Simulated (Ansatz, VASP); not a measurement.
## Two plane-wave programs on SnSe

INCAR

```
SYSTEM = SnSe
ALGO = Normal
EDIFF = 1E-6
ENCUT = 520
GGA = PS
ISIF = 2
ISMEAR = -1
LASPH = .TRUE.
LCHARG = .FALSE.
LREAL = .FALSE.
LWAVE = .FALSE.
NBANDS = 17
NELM = 60
PREC = Accurate
SIGMA = 0.05
```

The input KPOINTS:

```
k-points
0
G
  5 5 5
  0 0 0
```

Contents of POSCAR:

```
SnSe
1.0
    0.0000000000      3.0100000000      3.0100000000
    3.0100000000      0.0000000000      3.0100000000
    3.0100000000      3.0100000000      0.0000000000
Sn Se
1 1
Direct
    0.0000000000      0.0000000000      0.0000000000
    0.5000000000      0.5000000000      0.5000000000
```

File input.yaml:

```yaml
crystal:
  lattice:
    - [0.0, 3.01, 3.01]
    - [3.01, 0.0, 3.01]
    - [3.01, 3.01, 0.0]
  atoms:
    - { symbol: Sn, position: [0.0, 0.0, 0.0] }
    - { symbol: Se, position: [0.5, 0.5, 0.5] }
hamiltonian:
  xc: pbesol
  pseudopotentials: { kind: paw }
kpoints:
  mp_grid: { grid: [5, 5, 5] }
  band_path:
    path:
      - [[0.0, 0.0, 0.0], [0.5, 0.0, 0.5], [0.5, 0.25, 0.75], [0.375, 0.375, 0.75], [0.0, 0.0, 0.0], [0.5, 0.5, 0.5], [0.625, 0.25, 0.625], [0.5, 0.25, 0.75], [0.5, 0.5, 0.5], [0.375, 0.375, 0.75]]
      - [[0.625, 0.25, 0.625], [0.5, 0.0, 0.5]]
    npoints: 14
scf:
  occupations: { method: fermi_dirac, width: 0.05 }
  n_extra_bands: 6
output:
  forces: true
  stress: true
  eigenvalues: true
  fatbands: false
  write_density: true
  write_potential: true
  elf: true
  volumetric_format: npy
```

Measurements of this composition are mostly on another form, of space group No. 62.

Alike in both runs: functional PBEsol; k mesh 5 × 5 × 5; occupations fermi-dirac, width 0.05 eV; no spin polarisation.

|  | VASP | Ansatz |
| --- | --- | --- |
| version | VASP 6.6.1 | Ansatz 0.2.0 |
| potentials or method | VASP PAW PBE potentials, release 64 (Sn_d, Se) | Ansatz PAW |
| plane-wave cutoff (eV) | 520 | 420 |
| valence electrons in the cell | 20 | 30 |
| task | single point | band structure |

|  | VASP | Ansatz | Ansatz less VASP |
| --- | --- | --- | --- |
| gap on the k mesh at the Fermi level (eV) | 0.88 | 0.88 | +0.003 |
| least direct gap on the mesh (eV) | 0.88 | 0.88 | +0.003 |
| pressure (GPa) | -2.1 | -2.1 | -0.01 |

The two sets of potentials don't hold the same shells in valence.

Caveats: the PAW data sets were made with another functional, which shifts forces and pressure a little (VASP); spin-orbit coupling is left out, which moves the levels of the heavy elements (Ansatz); the PAW data sets come from PBE, with cores solved anew for the run's functional, which leaves a small shift of forces and pressure (Ansatz).
